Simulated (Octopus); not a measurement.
# Si (I4_1/amd) in Octopus: reference runs, part 2 of 2

Octopus 16.4. The steps go on from the part before.

## 3. Single point, PBEsol (atoms moved at random, drawn with an rms of 0.05 Å)

File inp:

```
CalculationMode = gs
UnitsOutput = eV_Angstrom
PeriodicDimensions = 3
ExperimentalFeatures = yes
PseudopotentialSet = pseudodojo_pbesol
%LatticeParameters
 1*angstrom | 1*angstrom | 1*angstrom
%
%LatticeVectors
 -2.3713723045 | 2.3713723045 | 1.3292653899
 2.3713723045 | -2.3713723045 | 1.3292653899
 2.3713723045 | 2.3713723045 | -1.3292653899
%
%ReducedCoordinates
 "Si" | 0.500617 | 0.504993 | -0.009059
 "Si" | 0.25566 | 0.759012 | 0.494937
%
%Spacing
 0.20041438*angstrom | 0.20041438*angstrom | 0.20041438*angstrom
%
DerivativesOrder = 8
%KPointsGrid
 11 | 11 | 11
%
KPointsUseSymmetries = yes
XCFunctional = gga_x_pbe_sol + gga_c_pbe_sol
SmearingFunction = fermi_dirac
Smearing = 0.05*eV
ExtraStates = 6
Eigensolver = chebyshev_filter
ConvRelDens = 3e-7
MaximumIter = 120
```

Potentials or basis: pseudodojo_pbesol (PseudoDojo 0.4, PBEsol).

Started as:

```console
$ OMP_NUM_THREADS=1 octopus > out.log
```

out.log:

```text
Running octopus

[... 13 lines left out ...]

Input: [AllElectronType = no]
Input: [PseudopotentialSet = pseudodojo_pbesol]
Reading Coordinates from ReducedCoordinates block

****************************** Species *******************************
  Species 'Si'
    type             : pseudopotential
    file             : 'Si.upf'
    file format      : UPF2
    valence charge   : 4.0
    atomic number    :  14
    form on file     : kleinman-bylander
    lmax             : 2
    llocal           : -1
    projectors per l : 2
    total projectors : 6
    application form : kleinman-bylander
    orbitals         :  4
    bound orbitals   :  4

**********************************************************************

***************************** Symmetries *****************************
Space group No.    2
International: P-1
Schoenflies: Ci^1
Info: The system has     1 symmorphic symmetries that can be used.
  Index                Rotation matrix                      Fractional translations
    1 :     1   0   0     0   1   0     0   0   1      0.000000    0.000000    0.000000
Info: The system also has     1 nonsymmorphic symmetries (not used for electrons).
    1 :    -1   0   0     0  -1   0     0   0  -1     -0.243723    0.264005    0.485878
**********************************************************************

Input: [CurvMethod = curv_affine]
Input: [DerivativesStencil = stencil_stargeneral]

****************************** Lattice *******************************
  Lattice Vectors [A]
   -2.371372    2.371372    1.329265
    2.371372   -2.371372    1.329265
    2.371372    2.371372   -1.329265
  Cell volume =            29.9000 [A^3]
  Reciprocal-Lattice Vectors [A^-1]
   -0.000000    1.324799    2.363405
    1.324799   -0.000000    2.363405
    1.324799    1.324799   -0.000000
  Cell angles [degree]
    alpha =   97.803
    beta  =   97.803
    gamma =  136.757
**********************************************************************

Checking if the generated full k-point grid is symmetric

   666 k-points generated from parameters :
 ---------------------------------------------------
    n =   11   11   11

    s1  =  0.50  0.50  0.50

   index |      weight  |             coordinates              |
       1 |     0.000751 |    0.000000    0.000000    0.000000  |
       2 |     0.001503 |    0.090909    0.000000    0.000000  |
       3 |     0.001503 |    0.000000    0.090909    0.000000  |
       4 |     0.001503 |    0.000000    0.000000    0.090909  |
       5 |     0.001503 |    0.090909    0.090909    0.000000  |
       6 |     0.001503 |   -0.090909    0.090909    0.000000  |
[... 760 lines left out ...]
 #st  Spin   Eigenvalue      Occupation
#k =       1, k = (  0.000000,  0.000000,  0.000000)
   1   --    -6.525599       2.000000
   2   --     4.812720       2.000000
   3   --     4.823911       2.000000
   4   --     6.583994       2.000000
   5   --    16.741295       2.000000
   6   --    16.750913       2.000000
   7   --    16.889972       1.999999
   8   --    16.912188       1.999999
#k =       2, k = (  0.090909,  0.000000,  0.000000)
   1   --    -6.294021       2.000000
   2   --     4.515918       2.000000
   3   --     5.021552       2.000000
   4   --     7.322574       2.000000
   5   --    16.748829       2.000000
   6   --    16.945038       1.999998
   7   --    17.106447       1.999952
   8   --    17.274615       1.998607
[... 664 further k-points ...]
Fermi energy =    17.638037 eV
Generating random wavefunctions for states        9 and above
Orthogonalizing wavefunctions.
Info: Ground-state restart information will be written to 'restart/gs'.
Info: SCF using complex wavefunctions.
Info: Starting SCF iteration.

*********************** SCF CYCLE ITER #    1 ************************
 etot  = -2.29948718E+02 abs_ev   =  4.32E+01 rel_ev   =  3.14E+00
 ediff =        8.45E+00 abs_dens =  6.83E-01 rel_dens =  8.53E-02
Matrix vector products: 16650
Converged eigenvectors: 0

#  State  KPoint  Eigenvalue [eV]  Occupation    Error
      1       1       -6.683550    2.000000   ( 2.4E-06)
      1       4       -6.577848    2.000000   ( 2.1E-06)
      1       6       -6.577834    2.000000   ( 1.2E-06)
      1      13       -6.472243    2.000000   ( 4.8E-06)
      1      12       -6.472224    2.000000   ( 1.5E-06)
      1       2       -6.462449    2.000000   ( 1.9E-06)
      1       9       -6.462437    2.000000   ( 8.7E-07)
      1       3       -6.462420    2.000000   ( 2.0E-06)
[... 23 lines left out ...]
     10     636       22.473921    0.000000   ( 6.9E-02)
     10     664       22.519456    0.000000   ( 6.3E-02)
     10     666       22.595083    0.000000   ( 3.4E-02)
     10     447       22.709654    0.000000   ( 5.7E-02)
     10     665       22.757622    0.000000   ( 6.5E-02)
     10     634       22.980587    0.000000   ( 6.5E-02)
     10     572       23.012725    0.000000   ( 5.7E-02)
     10     416       23.095025    0.000000   ( 7.1E-02)

Density of states:

--------------------------------------%-----%%------%-----------------
--------------------------------------%-%---%%---%--%-----------------
---------------------%-----%-%--------%-%%%-%%%%%%%%%%-%--------------
------------------%--%--%%%%%%--------%-%%%-%%%%%%%%%%-%----%---------
--------------%---%--%--%%%%%%-%%%-%%-%%%%%%%%%%%%%%%%-%-%-%%---------
-----------%--%%-%%--%%%%%%%%%%%%%%%%%%%%%%%%%%%%%%%%%%%%%%%%%--------
--------%-%%%-%%-%%%%%%%%%%%%%%%%%%%%%%%%%%%%%%%%%%%%%%%%%%%%%%-------
------%%%%%%%%%%%%%%%%%%%%%%%%%%%%%%%%%%%%%%%%%%%%%%%%%%%%%%%%%-------
--%%%%%%%%%%%%%%%%%%%%%%%%%%%%%%%%%%%%%%%%%%%%%%%%%%%%%%%%%%%%%%%-----
-%%%%%%%%%%%%%%%%%%%%%%%%%%%%%%%%%%%%%%%%%%%%%%%%%%%%%%%%%%%%%%%%%%---
                                ^

Fermi energy =     7.243344 eV

**********************************************************************

*********************** SCF CYCLE ITER #    2 ************************
 etot  = -2.29932152E+02 abs_ev   =  1.43E-02 rel_ev   =  1.04E-03
 ediff =        6.09E-04 abs_dens =  2.03E-02 rel_dens =  2.54E-03
Matrix vector products: 16650
Converged eigenvectors: 0
[... 103 lines left out ...]
*********************** SCF CYCLE ITER #   11 ************************
 etot  = -2.29901963E+02 abs_ev   =  1.05E-05 rel_ev   =  7.63E-07
 ediff =        4.25E-07 abs_dens =  7.20E-07 rel_dens =  9.00E-08
Matrix vector products: 16650
Converged eigenvectors: 1596

#  State  KPoint  Eigenvalue [eV]  Occupation    Error
      1       1       -6.677147    2.000000   ( 2.7E-08)
      1       4       -6.571509    2.000000   ( 3.9E-08)
      1       6       -6.571499    2.000000   ( 4.8E-08)
      1      13       -6.465970    2.000000   ( 2.4E-08)
      1      12       -6.465960    2.000000   ( 2.0E-08)
      1       2       -6.456001    2.000000   ( 2.4E-08)
      1       9       -6.455995    2.000000   ( 2.4E-08)
      1       3       -6.455984    2.000000   ( 2.4E-08)
[... 23 lines left out ...]
     10     414       21.440531    0.000000   ( 2.8E-03)
     10     502       21.445774    0.000000   ( 3.3E-03)
     10     504       21.470415    0.000000   ( 2.2E-03)
     10     416       21.506170    0.000000   ( 4.6E-03)
     10     664       21.558624    0.000000   ( 1.1E-02)
     10     306       21.831604    0.000000   ( 1.4E-02)
     10     666       22.390277    0.000000   ( 7.6E-03)
     10     572       22.576803    0.000000   ( 7.0E-03)

Density of states:

--------------------------------------------------%-------------------
--------------------------------------------%-%-%-%--%--%-------------
---------------------------%%-------%--%-%--%-%-%-%%-%--%--%----------
---------------------%-----%%%------%--%%%%%%%%%%-%%%%%-%--%----------
---------------------%%-%%%%%%%--%--%-%%%%%%%%%%%-%%%%%-%%-%----------
-----------%--%%--%--%%-%%%%%%%-%%--%%%%%%%%%%%%%%%%%%%-%%%%%%--------
--------%--%%-%%-%%%-%%%%%%%%%%%%%%%%%%%%%%%%%%%%%%%%%%%%%%%%%--------
-------%%%%%%%%%%%%%%%%%%%%%%%%%%%%%%%%%%%%%%%%%%%%%%%%%%%%%%%%%------
--%%%%%%%%%%%%%%%%%%%%%%%%%%%%%%%%%%%%%%%%%%%%%%%%%%%%%%%%%%%%%%------
-%%%%%%%%%%%%%%%%%%%%%%%%%%%%%%%%%%%%%%%%%%%%%%%%%%%%%%%%%%%%%%%%%%---
                                 ^

Fermi energy =     7.235467 eV

**********************************************************************

Info: SCF converged in   11 iterations

** Warning:
**   Some of the states are not fully converged!

Info: Number of matrix-vector products:     183150
Info: Finished writing information to 'restart/gs'.

Octopus emitted 3 warnings.
```

Run time: 9 min. Hardware: 1 thread of Intel Xeon 6975P-C (Granite Rapids), shared host; peak memory 3.6 GiB.

Results:

```
Free energy            : -229.9087 eV
Largest force          : 0.081 eV/Å
Band gap on the k mesh : none (metal or under the smearing width)
```

Forces on the atoms (eV/Å):
```
Si   0.042  0.068  0.005
Si  -0.042 -0.068 -0.005
```

Levels at points of the mesh, in eV from the Fermi level:
```csv
k point,band 1,band 2,band 3,band 4,band 5,band 6,band 7,band 8
"(0.00, 0.00, 0.00)",-13.91,-2.45,-2.44,-1.74,1.50,7.55,9.08,9.11
```
